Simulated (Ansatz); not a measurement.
Wanted: the native input for an Ansatz 0.2.0 run.

```
Task                : single point
Functional          : PBE0
Potentials or basis : Ansatz PAW
Cutoff              : 420 eV (not typed: the program's choice for these potentials)
k mesh              : 4 × 4 × 3
Occupations         : fermi-dirac, width 0.05 eV
Spin                : no spin polarisation
```

Crystal: Te2Pt (Moncheite).

```xyz
3
Lattice="4.0100 0.0000 0.0000 -2.0050 3.4728 0.0000 0.0000 0.0000 5.2010" Properties=species:S:1:pos:R:3 pbc="T T T"
Pt    0.0000    0.0000    0.0000
Te    2.0050    1.1576    3.9007
Te    0.0000    2.3152    1.3002
```

The input as run:

input

```
crystal:
  lattice:
    - [4.01, 0.0, 0.0]
    - [-2.005, 3.4727618692, 0.0]
    - [0.0, 0.0, 5.201]
  atoms:
    - { symbol: Pt, position: [0.0, 0.0, 0.0] }
    - { symbol: Te, position: [0.6666666667, 0.3333333333, 0.75] }
    - { symbol: Te, position: [0.3333333333, 0.6666666667, 0.25] }
hamiltonian:
  xc: pbe0
  pseudopotentials: { kind: paw }
kpoints:
  mp_grid: { grid: [4, 4, 3] }
scf:
  occupations: { method: fermi_dirac, width: 0.05 }
output:
  forces: true
  stress: true
  eigenvalues: true
```

It gave:

* Pressure: 4.8 GPa
* Largest force: 0.440 eV/Å
* Band gap on the k mesh: none (metal or under the smearing width)

Caveat: the k mesh is coarse (spacing up to 0.45 Å⁻¹), so the values aren't converged, least of all with exact exchange; the PAW data sets come from PBE, with cores solved anew for the run's functional, which leaves a small shift of forces and pressure; the thresholds are loose for stress.

It took 12 s on 1 × NVIDIA H100 80GB HBM3 with 2 threads of AMD EPYC 7R13 Processor (Zen 3), with other jobs on the host, peak memory 1.9 GiB.
